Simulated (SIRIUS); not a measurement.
# PbS (P-6m2) in SIRIUS: a series of runs, part 2 of 4

SIRIUS 7.12.0. The steps go on from the part before.

**3. Equation of state, PBEsol, 26.34 Å³/atom (volume scaled by 0.96)**

Contents of sirius.json:

```json
{
  "control": {
    "processing_unit": "cpu",
    "std_evp_solver_name": "lapack",
    "gen_evp_solver_name": "lapack",
    "verbosity": 2,
    "print_forces": false,
    "ortho_rf": true,
    "use_second_variation": true,
    "rmt_max": 3.0,
    "num_bands_to_print": 24,
    "save_wf": true
  },
  "parameters": {
    "electronic_structure_method": "full_potential_lapwlo",
    "xc_functionals": ["XC_GGA_X_PBE_SOL", "XC_GGA_C_PBE_SOL"],
    "core_relativity": "dirac",
    "valence_relativity": "iora",
    "num_fv_states": 31,
    "smearing": "fermi_dirac",
    "smearing_width": 0.0018374661,
    "pw_cutoff": 20,
    "gk_cutoff": 3.41,
    "lmax_apw": 11,
    "lmax_rho": 8,
    "lmax_pot": 8,
    "num_mag_dims": 0,
    "auto_rmt": 0,
    "ngridk": [8, 8, 7],
    "shiftk": [0, 0, 0],
    "num_dft_iter": 80,
    "energy_tol": 1e-07,
    "density_tol": 1e-05,
    "use_symmetry": true
  },
  "settings": {"tol_ne": 1e-10},
  "iterative_solver": {"type": "exact"},
  "mixer": {"type": "anderson", "beta": 0.5, "max_history": 8},
  "unit_cell": {
    "lattice_vectors": [[7.6239578027, 0.0, 0.0], [-3.8119789013, 6.6025411346, 0.0], [0.0, 0.0, 7.0618484716]],
    "atom_types": ["Pb", "S"],
    "atom_files": {"Pb": "Pb.json", "S": "S.json"},
    "atoms": {"Pb": [[0.0, 0.0, 0.0]], "S": [[0.6666666667, 0.3333333333, 0.5]]}
  }
}
```

Contents of Pb.json:

```json
{
  "name": "lead",
  "symbol": "Pb",
  "number": 82,
  "mass": 207.2,
  "rmin": 1e-06,
  "rmt": 2.65,
  "nrmt": 800,
  "rinf": 17.22,
  "core": "1s2s2p3s3p3d4s4p4d",
  "valence": [
    {"basis": [{"enu": -0.02, "dme": 0, "n": 0, "auto": 0}, {"enu": -0.02, "dme": 1, "n": 0, "auto": 0}]},
    {"l": 0, "n": 1, "basis": [{"enu": -0.0273, "dme": 0, "n": 0, "auto": 0}]},
    {"l": 1, "n": 2, "basis": [{"enu": 0.08, "dme": 0, "n": 0, "auto": 0}]},
    {"l": 2, "n": 3, "basis": [{"enu": 0.08, "dme": 0, "n": 0, "auto": 0}]},
    {"l": 3, "n": 4, "basis": [{"enu": 0.08, "dme": 0, "n": 0, "auto": 0}]},
    {"l": 4, "n": 5, "basis": [{"enu": 0.08, "dme": 0, "n": 0, "auto": 0}]}
  ],
  "lo": [
    {
      "l": 0,
      "basis": [{"enu": -0.0273, "dme": 0, "n": 0, "auto": 0}, {"enu": -0.0273, "dme": 1, "n": 0, "auto": 0}]
    },
    {
      "l": 0,
      "basis": [{"enu": -5.0661, "dme": 0, "n": 5, "auto": 1}, {"enu": -5.0661, "dme": 1, "n": 5, "auto": 1}]
    },
    {
      "l": 0,
      "basis": [{"enu": -5.0661, "dme": 1, "n": 5, "auto": 1}, {"enu": -0.0273, "dme": 0, "n": 0, "auto": 0}]
    },
    {
      "l": 0,
      "basis": [{"enu": -0.0273, "dme": 0, "n": 0, "auto": 0}, {"enu": 2.251, "dme": 0, "n": 0, "auto": 0}]
    },
    {"l": 1, "basis": [{"enu": 0.08, "dme": 0, "n": 0, "auto": 0}, {"enu": 0.08, "dme": 1, "n": 0, "auto": 0}]},
    {
      "l": 1,
      "basis": [{"enu": -2.9346, "dme": 0, "n": 5, "auto": 1}, {"enu": -2.9346, "dme": 1, "n": 5, "auto": 1}]
    },
    {
      "l": 1,
      "basis": [{"enu": -2.9346, "dme": 1, "n": 5, "auto": 1}, {"enu": 0.08, "dme": 0, "n": 0, "auto": 0}]
    },
    {"l": 1, "basis": [{"enu": 0.08, "dme": 0, "n": 0, "auto": 0}, {"enu": 2.7001, "dme": 0, "n": 0, "auto": 0}]},
    {"l": 2, "basis": [{"enu": 0.08, "dme": 0, "n": 0, "auto": 0}, {"enu": 0.08, "dme": 1, "n": 0, "auto": 0}]},
    {
      "l": 2,
      "basis": [{"enu": -0.5687, "dme": 0, "n": 5, "auto": 1}, {"enu": -0.5687, "dme": 1, "n": 5, "auto": 1}]
    },
    {
      "l": 2,
      "basis": [{"enu": -0.5687, "dme": 1, "n": 5, "auto": 1}, {"enu": 0.08, "dme": 0, "n": 0, "auto": 0}]
    },
    {"l": 2, "basis": [{"enu": 0.08, "dme": 0, "n": 0, "auto": 0}, {"enu": 3.0419, "dme": 0, "n": 0, "auto": 0}]},
    {"l": 3, "basis": [{"enu": 0.08, "dme": 0, "n": 0, "auto": 0}, {"enu": 0.08, "dme": 1, "n": 0, "auto": 0}]},
    {
      "l": 3,
      "basis": [{"enu": -4.6974, "dme": 0, "n": 4, "auto": 1}, {"enu": -4.6974, "dme": 1, "n": 4, "auto": 1}]
    },
    {
      "l": 3,
      "basis": [{"enu": -4.6974, "dme": 1, "n": 4, "auto": 1}, {"enu": 0.08, "dme": 0, "n": 0, "auto": 0}]
    },
    {"l": 3, "basis": [{"enu": 0.08, "dme": 0, "n": 0, "auto": 0}, {"enu": 3.3837, "dme": 0, "n": 0, "auto": 0}]},
    {"l": 4, "basis": [{"enu": 0.08, "dme": 0, "n": 0, "auto": 0}, {"enu": 0.08, "dme": 1, "n": 0, "auto": 0}]},
    {"l": 4, "basis": [{"enu": 0.08, "dme": 0, "n": 0, "auto": 0}, {"enu": 2.8141, "dme": 0, "n": 0, "auto": 0}]}
  ],
  "free_atom": [... radial grid and density of the free atom, the start of the SCF ...]
}
```

Contents of S.json:

```json
{
  "name": "sulphur",
  "symbol": "S",
  "number": 16,
  "mass": 32.065,
  "rmin": 1e-06,
  "rmt": 2.29,
  "nrmt": 800,
  "rinf": 13.52,
  "core": "1s2s",
  "valence": [
    {"basis": [{"enu": -0.02, "dme": 0, "n": 0, "auto": 0}, {"enu": -0.02, "dme": 1, "n": 0, "auto": 0}]},
    {"l": 0, "n": 1, "basis": [{"enu": -0.0566, "dme": 0, "n": 0, "auto": 0}]},
    {"l": 1, "n": 2, "basis": [{"enu": 0.08, "dme": 0, "n": 0, "auto": 0}]},
    {"l": 2, "n": 3, "basis": [{"enu": 0.08, "dme": 0, "n": 0, "auto": 0}]},
    {"l": 3, "n": 4, "basis": [{"enu": 0.08, "dme": 0, "n": 0, "auto": 0}]}
  ],
  "lo": [
    {
      "l": 0,
      "basis": [{"enu": -0.0566, "dme": 0, "n": 0, "auto": 0}, {"enu": -0.0566, "dme": 1, "n": 0, "auto": 0}]
    },
    {
      "l": 0,
      "basis": [{"enu": -0.0566, "dme": 1, "n": 0, "auto": 0}, {"enu": -0.0566, "dme": 2, "n": 0, "auto": 0}]
    },
    {
      "l": 0,
      "basis": [{"enu": -0.0566, "dme": 0, "n": 0, "auto": 0}, {"enu": 2.2317, "dme": 0, "n": 0, "auto": 0}]
    },
    {"l": 1, "basis": [{"enu": 0.08, "dme": 0, "n": 0, "auto": 0}, {"enu": 0.08, "dme": 1, "n": 0, "auto": 0}]},
    {
      "l": 1,
      "basis": [{"enu": -5.4082, "dme": 0, "n": 2, "auto": 1}, {"enu": -5.4082, "dme": 1, "n": 2, "auto": 1}]
    },
    {
      "l": 1,
      "basis": [{"enu": -5.4082, "dme": 1, "n": 2, "auto": 1}, {"enu": 0.08, "dme": 0, "n": 0, "auto": 0}]
    },
    {"l": 1, "basis": [{"enu": 0.08, "dme": 0, "n": 0, "auto": 0}, {"enu": 3.5887, "dme": 0, "n": 0, "auto": 0}]},
    {"l": 2, "basis": [{"enu": 0.08, "dme": 0, "n": 0, "auto": 0}, {"enu": 0.08, "dme": 1, "n": 0, "auto": 0}]},
    {"l": 2, "basis": [{"enu": 0.08, "dme": 1, "n": 0, "auto": 0}, {"enu": 0.08, "dme": 2, "n": 0, "auto": 0}]},
    {"l": 2, "basis": [{"enu": 0.08, "dme": 0, "n": 0, "auto": 0}, {"enu": 3.0548, "dme": 0, "n": 0, "auto": 0}]},
    {"l": 3, "basis": [{"enu": 0.08, "dme": 0, "n": 0, "auto": 0}, {"enu": 0.08, "dme": 1, "n": 0, "auto": 0}]}
  ],
  "free_atom": [... radial grid and density of the free atom, the start of the SCF ...]
}
```

Contents of sirius_start.json:

```json
{
  "control": {
    "processing_unit": "cpu",
    "std_evp_solver_name": "lapack",
    "gen_evp_solver_name": "lapack",
    "verbosity": 1,
    "print_forces": false,
    "ortho_rf": true,
    "use_second_variation": true,
    "rmt_max": 3.0,
    "num_bands_to_print": 24,
    "save_wf": false
  },
  "parameters": {
    "electronic_structure_method": "full_potential_lapwlo",
    "xc_functionals": ["XC_LDA_X", "XC_LDA_C_PW"],
    "core_relativity": "dirac",
    "valence_relativity": "iora",
    "num_fv_states": 31,
    "smearing": "fermi_dirac",
    "smearing_width": 0.0055123983,
    "pw_cutoff": 20,
    "gk_cutoff": 2.72,
    "lmax_apw": 11,
    "lmax_rho": 8,
    "lmax_pot": 8,
    "num_mag_dims": 0,
    "auto_rmt": 0,
    "ngridk": [3, 3, 3],
    "shiftk": [0, 0, 0],
    "num_dft_iter": 30,
    "energy_tol": 0.01,
    "density_tol": 0.05,
    "use_symmetry": true
  },
  "settings": {"tol_ne": 1e-10},
  "iterative_solver": {"type": "exact"},
  "mixer": {"type": "anderson", "beta": 0.5, "max_history": 8},
  "unit_cell": {
    "lattice_vectors": [[7.6239578027, 0.0, 0.0], [-3.8119789013, 6.6025411346, 0.0], [0.0, 0.0, 7.0618484716]],
    "atom_types": ["Pb", "S"],
    "atom_files": {"Pb": "Pb.json", "S": "S.json"},
    "atoms": {"Pb": [[0.0, 0.0, 0.0]], "S": [[0.6666666667, 0.3333333333, 0.5]]}
  }
}
```

Potentials or basis: all-electron FP-LAPW, apw+lo standard.

Started as:

```
$ OMP_NUM_THREADS=1 sirius.scf --input=sirius_start.json --output=start.json
$ OMP_NUM_THREADS=1 sirius.scf --input=sirius.json --output=output.json --task=1
```

Wall time 78 s (1 thread of Arm Neoverse V2, shared host); peak memory 0.56 GiB.

The run converged. Its results:

* Free energy: -580180.7383 eV
* Band gap on the k mesh: none (metal or under the smearing width)
* All electrons inside the program's atomic spheres: Pb 79.88; S 14.68 (radii Pb 2.65, S 2.29 bohr)

**4. Equation of state, PBEsol, 26.89 Å³/atom (volume scaled by 0.98)**

Edit sirius.json of step 3 so:

```diff
@@ -39,3 +39,3 @@
   "unit_cell": {
-    "lattice_vectors": [[7.6239578027, 0.0, 0.0], [-3.8119789013, 6.6025411346, 0.0], [0.0, 0.0, 7.0618484716]],
+    "lattice_vectors": [[7.6765384837, 0.0, 0.0], [-3.8382692417, 6.6480773401, 0.0], [0.0, 0.0, 7.1105524138]],
     "atom_types": ["Pb", "S"],
```

Contents of Pb.json:

```json
{
  "name": "lead",
  "symbol": "Pb",
  "number": 82,
  "mass": 207.2,
  "rmin": 1e-06,
  "rmt": 2.65,
  "nrmt": 800,
  "rinf": 17.22,
  "core": "1s2s2p3s3p3d4s4p4d",
  "valence": [
    {"basis": [{"enu": -0.03, "dme": 0, "n": 0, "auto": 0}, {"enu": -0.03, "dme": 1, "n": 0, "auto": 0}]},
    {"l": 0, "n": 1, "basis": [{"enu": -0.0373, "dme": 0, "n": 0, "auto": 0}]},
    {"l": 1, "n": 2, "basis": [{"enu": 0.07, "dme": 0, "n": 0, "auto": 0}]},
    {"l": 2, "n": 3, "basis": [{"enu": 0.07, "dme": 0, "n": 0, "auto": 0}]},
    {"l": 3, "n": 4, "basis": [{"enu": 0.07, "dme": 0, "n": 0, "auto": 0}]},
    {"l": 4, "n": 5, "basis": [{"enu": 0.07, "dme": 0, "n": 0, "auto": 0}]}
  ],
  "lo": [
    {
      "l": 0,
      "basis": [{"enu": -0.0373, "dme": 0, "n": 0, "auto": 0}, {"enu": -0.0373, "dme": 1, "n": 0, "auto": 0}]
    },
    {
      "l": 0,
      "basis": [{"enu": -5.0761, "dme": 0, "n": 5, "auto": 1}, {"enu": -5.0761, "dme": 1, "n": 5, "auto": 1}]
    },
    {
      "l": 0,
      "basis": [{"enu": -5.0761, "dme": 1, "n": 5, "auto": 1}, {"enu": -0.0373, "dme": 0, "n": 0, "auto": 0}]
    },
    {
      "l": 0,
      "basis": [{"enu": -0.0373, "dme": 0, "n": 0, "auto": 0}, {"enu": 2.241, "dme": 0, "n": 0, "auto": 0}]
    },
    {"l": 1, "basis": [{"enu": 0.07, "dme": 0, "n": 0, "auto": 0}, {"enu": 0.07, "dme": 1, "n": 0, "auto": 0}]},
    {
      "l": 1,
      "basis": [{"enu": -2.9446, "dme": 0, "n": 5, "auto": 1}, {"enu": -2.9446, "dme": 1, "n": 5, "auto": 1}]
    },
    {
      "l": 1,
      "basis": [{"enu": -2.9446, "dme": 1, "n": 5, "auto": 1}, {"enu": 0.07, "dme": 0, "n": 0, "auto": 0}]
    },
    {"l": 1, "basis": [{"enu": 0.07, "dme": 0, "n": 0, "auto": 0}, {"enu": 2.6901, "dme": 0, "n": 0, "auto": 0}]},
    {"l": 2, "basis": [{"enu": 0.07, "dme": 0, "n": 0, "auto": 0}, {"enu": 0.07, "dme": 1, "n": 0, "auto": 0}]},
    {
      "l": 2,
      "basis": [{"enu": -0.5787, "dme": 0, "n": 5, "auto": 1}, {"enu": -0.5787, "dme": 1, "n": 5, "auto": 1}]
    },
    {
      "l": 2,
      "basis": [{"enu": -0.5787, "dme": 1, "n": 5, "auto": 1}, {"enu": 0.07, "dme": 0, "n": 0, "auto": 0}]
    },
    {"l": 2, "basis": [{"enu": 0.07, "dme": 0, "n": 0, "auto": 0}, {"enu": 3.0319, "dme": 0, "n": 0, "auto": 0}]},
    {"l": 3, "basis": [{"enu": 0.07, "dme": 0, "n": 0, "auto": 0}, {"enu": 0.07, "dme": 1, "n": 0, "auto": 0}]},
    {
      "l": 3,
      "basis": [{"enu": -4.7074, "dme": 0, "n": 4, "auto": 1}, {"enu": -4.7074, "dme": 1, "n": 4, "auto": 1}]
    },
    {
      "l": 3,
      "basis": [{"enu": -4.7074, "dme": 1, "n": 4, "auto": 1}, {"enu": 0.07, "dme": 0, "n": 0, "auto": 0}]
    },
    {"l": 3, "basis": [{"enu": 0.07, "dme": 0, "n": 0, "auto": 0}, {"enu": 3.3737, "dme": 0, "n": 0, "auto": 0}]},
    {"l": 4, "basis": [{"enu": 0.07, "dme": 0, "n": 0, "auto": 0}, {"enu": 0.07, "dme": 1, "n": 0, "auto": 0}]},
    {"l": 4, "basis": [{"enu": 0.07, "dme": 0, "n": 0, "auto": 0}, {"enu": 2.8041, "dme": 0, "n": 0, "auto": 0}]}
  ],
  "free_atom": [... radial grid and density of the free atom, the start of the SCF ...]
}
```

Contents of S.json:

```json
{
  "name": "sulphur",
  "symbol": "S",
  "number": 16,
  "mass": 32.065,
  "rmin": 1e-06,
  "rmt": 2.29,
  "nrmt": 800,
  "rinf": 13.52,
  "core": "1s2s",
  "valence": [
    {"basis": [{"enu": -0.03, "dme": 0, "n": 0, "auto": 0}, {"enu": -0.03, "dme": 1, "n": 0, "auto": 0}]},
    {"l": 0, "n": 1, "basis": [{"enu": -0.0666, "dme": 0, "n": 0, "auto": 0}]},
    {"l": 1, "n": 2, "basis": [{"enu": 0.07, "dme": 0, "n": 0, "auto": 0}]},
    {"l": 2, "n": 3, "basis": [{"enu": 0.07, "dme": 0, "n": 0, "auto": 0}]},
    {"l": 3, "n": 4, "basis": [{"enu": 0.07, "dme": 0, "n": 0, "auto": 0}]}
  ],
  "lo": [
    {
      "l": 0,
      "basis": [{"enu": -0.0666, "dme": 0, "n": 0, "auto": 0}, {"enu": -0.0666, "dme": 1, "n": 0, "auto": 0}]
    },
    {
      "l": 0,
      "basis": [{"enu": -0.0666, "dme": 1, "n": 0, "auto": 0}, {"enu": -0.0666, "dme": 2, "n": 0, "auto": 0}]
    },
    {
      "l": 0,
      "basis": [{"enu": -0.0666, "dme": 0, "n": 0, "auto": 0}, {"enu": 2.2217, "dme": 0, "n": 0, "auto": 0}]
    },
    {"l": 1, "basis": [{"enu": 0.07, "dme": 0, "n": 0, "auto": 0}, {"enu": 0.07, "dme": 1, "n": 0, "auto": 0}]},
    {
      "l": 1,
      "basis": [{"enu": -5.4182, "dme": 0, "n": 2, "auto": 1}, {"enu": -5.4182, "dme": 1, "n": 2, "auto": 1}]
    },
    {
      "l": 1,
      "basis": [{"enu": -5.4182, "dme": 1, "n": 2, "auto": 1}, {"enu": 0.07, "dme": 0, "n": 0, "auto": 0}]
    },
    {"l": 1, "basis": [{"enu": 0.07, "dme": 0, "n": 0, "auto": 0}, {"enu": 3.5787, "dme": 0, "n": 0, "auto": 0}]},
    {"l": 2, "basis": [{"enu": 0.07, "dme": 0, "n": 0, "auto": 0}, {"enu": 0.07, "dme": 1, "n": 0, "auto": 0}]},
    {"l": 2, "basis": [{"enu": 0.07, "dme": 1, "n": 0, "auto": 0}, {"enu": 0.07, "dme": 2, "n": 0, "auto": 0}]},
    {"l": 2, "basis": [{"enu": 0.07, "dme": 0, "n": 0, "auto": 0}, {"enu": 3.0448, "dme": 0, "n": 0, "auto": 0}]},
    {"l": 3, "basis": [{"enu": 0.07, "dme": 0, "n": 0, "auto": 0}, {"enu": 0.07, "dme": 1, "n": 0, "auto": 0}]}
  ],
  "free_atom": [... radial grid and density of the free atom, the start of the SCF ...]
}
```

Edit sirius_start.json of step 3 so:

```diff
@@ -39,3 +39,3 @@
   "unit_cell": {
-    "lattice_vectors": [[7.6239578027, 0.0, 0.0], [-3.8119789013, 6.6025411346, 0.0], [0.0, 0.0, 7.0618484716]],
+    "lattice_vectors": [[7.6765384837, 0.0, 0.0], [-3.8382692417, 6.6480773401, 0.0], [0.0, 0.0, 7.1105524138]],
     "atom_types": ["Pb", "S"],
```

Started as:

```
$ OMP_NUM_THREADS=1 sirius.scf --input=sirius_start.json --output=start.json
$ OMP_NUM_THREADS=1 sirius.scf --input=sirius.json --output=output.json --task=1
```

It took 81 s on 1 thread of Arm Neoverse V2, shared host; peak memory 0.56 GiB.

Results (log left out):

```yaml
Free_energy: -580180.7286 eV
Band_gap_on_the_k_mesh: none (metal or under the smearing width)
All_electrons_inside_the_program's_atomic_spheres: Pb 79.87; S 14.67 (radii Pb 2.65, S 2.29 bohr)
```

**5. Equation of state, PBEsol, 27.44 Å³/atom**

Edit sirius.json of step 4 so:

```diff
@@ -39,3 +39,3 @@
   "unit_cell": {
-    "lattice_vectors": [[7.6765384837, 0.0, 0.0], [-3.8382692417, 6.6480773401, 0.0], [0.0, 0.0, 7.1105524138]],
+    "lattice_vectors": [[7.7284085604, 0.0, 0.0], [-3.8642042801, 6.6929981441, 0.0], [0.0, 0.0, 7.1585981443]],
     "atom_types": ["Pb", "S"],
```

Pb.json is that of step 4.

S.json is that of step 4.

Edit sirius_start.json of step 4 so:

```diff
@@ -39,3 +39,3 @@
   "unit_cell": {
-    "lattice_vectors": [[7.6765384837, 0.0, 0.0], [-3.8382692417, 6.6480773401, 0.0], [0.0, 0.0, 7.1105524138]],
+    "lattice_vectors": [[7.7284085604, 0.0, 0.0], [-3.8642042801, 6.6929981441, 0.0], [0.0, 0.0, 7.1585981443]],
     "atom_types": ["Pb", "S"],
```

Started as:

```
$ OMP_NUM_THREADS=1 sirius.scf --input=sirius_start.json --output=start.json
$ OMP_NUM_THREADS=1 sirius.scf --input=sirius.json --output=output.json --task=1
```

Wall time 84 s (1 thread of Arm Neoverse V2, shared host); peak memory 0.57 GiB.

Results (log left out):

- Free energy: -580180.7125 eV
- Band gap on the k mesh: 0.13 eV, indirect (least direct gap 1.59 eV)
- All electrons inside the program's atomic spheres: Pb 79.86; S 14.66 (radii Pb 2.65, S 2.29 bohr)

Caveat: spin-orbit coupling is left out, which as a rule narrows the gap of such compounds by several tenths of an eV; an odd mesh through Γ misses points on the zone boundary, where band edges often lie.

(Continued in part 3 of 4.)
